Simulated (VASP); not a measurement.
# Bi (C2/m) in VASP: a series of runs

One crystal, Bi, is run at these levels: PBE; tasks: single point.

All numbers are computed with VASP 6.6.1; they aren't measurements. Logs are shortened: lines on timing, memory, paths and dates and some standing lists are left out, and cuts for length are marked.

## 1. The crystal as given

It takes space group C2/m (No. 12, monoclinic). The conventional cell has a = 6.977 Å, b = 6.265 Å, c = 3.359 Å, α = 90.00°, β = 112.04°, γ = 90.00°. Bi (site symmetry m) is surrounded by 6 Bi at 3.21 to 3.45 Å.

This isn't the form of Bi at room conditions, which is rhombohedral.

## 2. Single point, PBE

INCAR

```
PREC = Accurate
ENCUT = 340
EDIFF = 1E-6
ISMEAR = 1
SIGMA = 0.15
LREAL = F
LASPH = T
NELM = 100
ALGO = Normal
ISIF = 2
LWAVE = F
LCHARG = F
GGA = PE
NBANDS = 22
ADDGRID = F
```

KPOINTS

```
Automatic mesh
0
Gamma
  4 4 6
```

POSCAR

```
Bi
1.0
    3.4885980000     -3.1325780000      0.0000000000
    3.4885980000      3.1325780000      0.0000000000
   -1.2602350000      0.0000000000      3.1135500000
Bi
2
Direct
    0.7530610000      0.7530610000      0.8573820000
    0.2469390000      0.2469390000      0.1426180000
```

Potentials or basis: VASP PAW PBE potentials, release 64 (Bi_d).

Launch:

```
cat potpaw_PBE.64/Bi_d/POTCAR > POTCAR
mpirun -np 1 vasp_std > vasp.out
```

OUTCAR:

```text
PREC = Accurate
   ENCUT = 340
   EDIFF = 1E-6
   ISMEAR = 1
   LREAL = F
   LASPH = T
   NELM = 100
   ISIF = 2
   GGA = PE

 Found     34 irreducible k-points:

 Following reciprocal coordinates:
            Coordinates               Weight
  0.000000  0.000000  0.000000      1.000000
  0.250000  0.000000 -0.000000      4.000000
  0.500000  0.000000 -0.000000      2.000000
  0.250000  0.250000 -0.000000      2.000000
  0.500000  0.250000  0.000000      4.000000
 -0.250000  0.250000  0.000000      2.000000
   k-points           NKPTS =     34   k-points in BZ     NKDIM =     34   number of bands    NBANDS=     22
   number of dos      NEDOS =    301   number of ions     NIONS =      2
   total plane-waves  NPLWV =  15680
   dimension x,y,z NGX =    28 NGY =   28 NGZ =   20
   dimension x,y,z NGXF=    56 NGYF=   56 NGZF=   40
   ions per type =               2
   NGX,Y,Z   is equivalent  to a cutoff of   9.93,  9.93,  9.90 a.u.
   NGXF,Y,Z  is equivalent  to a cutoff of  19.86, 19.86, 19.80 a.u.
 SYSTEM =  unknown system
   PREC   = accura    normal or accurate (medium, high low for compatibility)
   ISTART =      0    job   : 0-new  1-cont  2-samecut
   ICHARG =      2    charge: 1-file 2-atom 10-const
   ISPIN  =      1    spin polarized calculation?
   LNONCOLLINEAR =      F non collinear calculations
   LSORBIT =      F    spin-orbit coupling
   LASPH  =      T    aspherical Exc in radial PAW
   ENCUT  =  340.0 eV  24.99 Ry    5.00 a.u.   7.05  7.05  5.05*2*pi/ulx,y,z
   NELM   =    100;   NELMIN=  2; NELMDL= -5     # of ELM steps
   EDIFF  = 0.1E-05   stopping-criterion for ELM
   LREAL  =      F    real-space projection
   EDIFFG = 0.1E-04   stopping-criterion for IOM
   NSW    =      0    number of steps for IOM
   IBRION =     -1    ionic relax: 0-MD 1-quasi-New 2-CG
   NFREE  =      0    steps in history (QN), initial steepest desc. (CG)
   ISIF   =      2    stress and relaxation
   ISYM   =      2    0-nonsym 1-usesym 2-fastsym
   POTIM  = 0.5000    time-step for ionic-motion
   TEBEG  =    0.0;   TEEND  =   0.0 temperature during run
   PSTRESS=    0.0 pullay stress
   NELECT =      30.0000    total number of electrons
   NUPDOWN=      -1.0000    fix difference up-down
   EMIN   =  10.00;   EMAX   =-10.00  energy-range for DOS
   EFERMI =   0.00;   METHOD = LEGACY
   ISMEAR =     1;   SIGMA  =   0.15  broadening in eV -4-tet -1-fermi 0-gaus
   EFERMI_NEDOS =   21; number of points for ismear=-14 and -15
   IALGO  =     38    algorithm
   IMIX   =      4    mixing-type and parameters
     AMIX     =   0.40;   BMIX     =  1.00
     AMIX_MAG =   1.60;   BMIX_MAG =  1.00
  volume/ion in A,a.u.               =      34.03       229.62
  Fermi-wavevector in a.u.,A,eV,Ry     =   1.245955  2.354514 21.121737  1.552404
  Thomas-Fermi vector in A             =   2.380154
   LORBIT       =      0    0 simple, 1 ext, 2 COOP (PROOUT), +10 PAW based schemes
   GGA     = PE    functional components
   LHFCALC =     F    Hartree Fock is set to
   AEXX    =    0.0000 exact exchange contribution
   IVDW    =     0    specifies the selected vdW correction
   LEPSILON=     F    determine dielectric tensor
   LRPA    =     F    only Hartree local field effects (RPA)
 non-spin polarized calculation
 Methfessel and Paxton  Order N= 1 SIGMA  =   0.15
  energy-cutoff  :      340.00
  volume of cell :       68.05
 maximum number of plane-waves:       992
   NGX = 15   NGY = 15   NGZ = 11

 number of electron      29.9999997 magnetization

 Free energy of the ion-electron system (eV)
  ---------------------------------------------------
  ext. energy  EPLUGINS =         0.00000000
  ---------------------------------------------------
  free energy    TOTEN  =        -7.69920749 eV

  energy without entropy =       -7.69836075  energy(sigma->0) =       -7.69892525

 E-fermi :   6.7230     XC(G=0):  -9.7828

 val. band max:        6.7161566796   @ k =   0.0000   0.0000   0.3333
 cond. band min:       6.8034768808   @ k =   0.5000   0.5000   0.1667
 fundamental gap:      0.0873202013
 Fermi energy:         6.7229717192

 k-point     1 :       0.0000    0.0000    0.0000
  band No.  band energies     occupation
      1     -16.1868      2.00000
      2     -16.1722      2.00000
      3     -16.1292      2.00000
      4     -16.0897      2.00000
      5     -16.0203      2.00000
      6     -15.9943      2.00000
      7     -15.9821      2.00000
      8     -15.9688      2.00000
      9     -15.9269      2.00000
     10     -15.8386      2.00000
     11      -6.3299      2.00000
     12      -2.4120      2.00000
     13       3.7030      2.00000
     14       3.9864      2.00000
     15       9.5511     -0.00000
     16       9.8303      0.00000
     17      10.4967      0.00000
     18      10.8638      0.00000
     19      11.0263      0.00000
     20      13.4988      0.00000
     21      14.9983      0.00000
     22      15.4755      0.00000

 k-point     2 :       0.2500    0.0000   -0.0000
  band No.  band energies     occupation
      1     -16.1760      2.00000
      2     -16.1594      2.00000
      3     -16.1324      2.00000
      4     -16.0654      2.00000
      5     -16.0176      2.00000
      6     -15.9985      2.00000
      7     -15.9761      2.00000
      8     -15.9611      2.00000
      9     -15.9454      2.00000
     10     -15.8754      2.00000
     11      -5.9281      2.00000
     12      -3.2623      2.00000
     13       4.3288      2.00000
     14       4.4347      2.00000
     15       7.9522     -0.00000
     16       8.4437     -0.00000
     17      10.4446      0.00000
     18      11.2255      0.00000
     19      11.3335      0.00000
     20      14.7657      0.00000
     21      15.6572      0.00000
     22      16.5671      0.00000

 k-point     3 :       0.5000    0.0000   -0.0000
  band No.  band energies     occupation
      1     -16.1790      2.00000
      2     -16.1561      2.00000
      3     -16.0875      2.00000
      4     -16.0424      2.00000
      5     -16.0221      2.00000
      6     -15.9947      2.00000
      7     -15.9864      2.00000
      8     -15.9649      2.00000
      9     -15.9392      2.00000
     10     -15.9335      2.00000
     11      -4.8903      2.00000
     12      -4.6846      2.00000
     13       5.6357      2.00000
     14       5.8067      2.00000
     15       6.0371      2.00000
     16       6.0983      2.00000
     17      10.1654      0.00000
     18      11.2960      0.00000
     19      14.4151      0.00000
     20      15.1352      0.00000
     21      15.3762      0.00000
     22      15.8116      0.00000

 k-point     4 :       0.2500    0.2500   -0.0000
  band No.  band energies     occupation
      1     -16.1755      2.00000
      2     -16.1606      2.00000
      3     -16.0937      2.00000
      4     -16.0489      2.00000
      5     -16.0177      2.00000
      6     -16.0071      2.00000
      7     -15.9838      2.00000
      8     -15.9584      2.00000
      9     -15.9511      2.00000
     10     -15.9109      2.00000
     11      -5.6023      2.00000
     12      -3.5047      2.00000
     13       2.6081      2.00000
     14       4.9260      2.00000
     15       7.1598     -0.00030
     16      10.0296      0.00000
     17      11.2335      0.00000
     18      11.2987      0.00000
     19      12.2792      0.00000
     20      14.7438      0.00000
     21      15.6670      0.00000
     22      16.9375      0.00000

 k-point     5 :       0.5000    0.2500    0.0000
  band No.  band energies     occupation
      1     -16.1790      2.00000
      2     -16.1641      2.00000
      3     -16.0624      2.00000
      4     -16.0235      2.00000
      5     -16.0142      2.00000
      6     -15.9949      2.00000
      7     -15.9900      2.00000
      8     -15.9745      2.00000
      9     -15.9570      2.00000
     10     -15.9465      2.00000
     11      -4.7040      2.00000
     12      -4.4747      2.00000
     13       2.9431      2.00000
     14       3.0840      2.00000
     15       9.4807     -0.00000
     16       9.6479     -0.00000
     17      10.1449      0.00000
     18      10.9667      0.00000
     19      14.9832      0.00000
     20      15.5259      0.00000
     21      15.9186      0.00000
     22      16.4170      0.00000

 k-point     6 :      -0.2500    0.2500    0.0000
  band No.  band energies     occupation
      1     -16.1807      2.00000
      2     -16.1577      2.00000
      3     -16.1239      2.00000
      4     -16.0449      2.00000
      5     -16.0043      2.00000
      6     -15.9954      2.00000
      7     -15.9688      2.00000
      8     -15.9680      2.00000
      9     -15.9608      2.00000
     10     -15.9026      2.00000
     11      -5.5155      2.00000
     12      -3.6888      2.00000
     13       2.7090      2.00000
     14       5.2168      2.00000
     15       7.1372     -0.00066
     16      10.4353      0.00000
     17      10.7160      0.00000
     18      10.8408      0.00000
     19      12.5295      0.00000
     20      14.3370      0.00000
     21      15.4187      0.00000
     22      15.4693      0.00000

 [... further k-points ...]
[... 5 lines left out ...]
  --------------------------------------------------------------------------------------
  -------------------------------------------------------------------------------------
  Total        0.1482720     -0.5346997     -0.4997813      0.0000000      0.0000000      0.0891006
  in kB        3.4908498    -12.5887276    -11.7666244      0.0000000      0.0000000      2.0977444
  external PRESSURE =      -6.9548341 kB  Pullay stress =       0.0000000 kB

 VOLUME and BASIS-vectors are now :
 -----------------------------------------------------------------------------
  energy-cutoff  :      340.00
  volume of cell :       68.05
      direct lattice vectors                 reciprocal lattice vectors
     3.488598000 -3.132578000  0.000000000     0.143324052 -0.159612945  0.058011590
     3.488598000  3.132578000  0.000000000     0.143324052  0.159612945  0.058011590
    -1.260235000  0.000000000  3.113550000     0.000000000  0.000000000  0.321176792

 POSITION                                       TOTAL-FORCE (eV/Angst)
 -----------------------------------------------------------------------------------
      4.17375      0.00000      2.66950         0.039939      0.000000      0.106064
      1.54321      0.00000      0.44405        -0.039939      0.000000     -0.106064
 -----------------------------------------------------------------------------------
    total drift:                                0.000000      0.000000      0.000000

  FREE ENERGIE OF THE ION-ELECTRON SYSTEM (eV)
  ---------------------------------------------------
  free  energy   TOTEN  =        -7.6992074943 eV

  energy  without entropy=       -7.6983607547  energy(sigma->0) =       -7.69892525
```

It took 9.8 s on 1 thread of Intel Xeon Platinum 8488C (Sapphire Rapids), shared host; peak memory 0.14 GiB.

The run converged, but some of its settings lie outside the range that counts as converged, so its numbers aren't taken as properties of the crystal.

Results:

- Free energy: -7.6992 eV
- Pressure: -0.7 GPa
- Largest force: 0.113 eV/Å
- Band gap on the k mesh: none (metal or under the smearing width)

Caveat: spin-orbit coupling is left out, which moves the levels of the heavy elements.

## 3. Single point, PBE

Edit INCAR of step 2 so:

```diff
@@ -1,3 +1,3 @@
 PREC = Accurate
-ENCUT = 340
+ENCUT = 400
 EDIFF = 1E-6
```

KPOINTS

```
Automatic mesh
0
Gamma
  4 4 5
```

POSCAR is that of step 2.

Potentials or basis: VASP PAW PBE potentials, release 64 (Bi_d).

Launch:

```
cat potpaw_PBE.64/Bi_d/POTCAR > POTCAR
mpirun -np 1 vasp_std > vasp.out
```

Run time: 9.1 s. Hardware: 1 thread of Intel Xeon Platinum 8488C (Sapphire Rapids), shared host; peak memory 0.16 GiB.

The run converged, but some of its settings lie outside the range that counts as converged, so its numbers aren't taken as properties of the crystal.

Results:

```yaml
Free_energy: -7.6620 eV
Pressure: 0.0 GPa
Largest_force: 0.153 eV/Å
Band_gap_on_the_k_mesh: none (metal or under the smearing width)
```

Caveat: the k mesh is coarse (spacing up to 0.40 Å⁻¹), so the values aren't converged; spin-orbit coupling is left out, which moves the levels of the heavy elements.

## 4. Single point, PBE

INCAR is that of step 3.

KPOINTS

```
Automatic mesh
0
Gamma
  4 4 6
```

POSCAR is that of step 3.

Launch:

```
cat potpaw_PBE.64/Bi_d/POTCAR > POTCAR
mpirun -np 1 vasp_std > vasp.out
```

It took 11 s on 1 thread of Intel Xeon Platinum 8488C (Sapphire Rapids), shared host; peak memory 0.16 GiB.

The run converged, but some of its settings lie outside the range that counts as converged, so its numbers aren't taken as properties of the crystal.

What came out:

```yaml
Free_energy: -7.7030 eV
Pressure: -0.2 GPa
Largest_force: 0.112 eV/Å
Band_gap_on_the_k_mesh: none (metal or under the smearing width)
```

Caveat: spin-orbit coupling is left out, which moves the levels of the heavy elements.

## 5. For comparison

An earlier run on the cell as given: functional PBEsol; potentials or basis VASP PAW PBE potentials, release 64 (Bi_d); cutoff 520 eV; k mesh 6 × 6 × 9; occupations fermi-dirac, width 0.05 eV; no spin polarisation.

- Pressure: -2.5 GPa
- Largest force: 0.057 eV/Å
- Band gap on the k mesh: none (metal or under the smearing width)
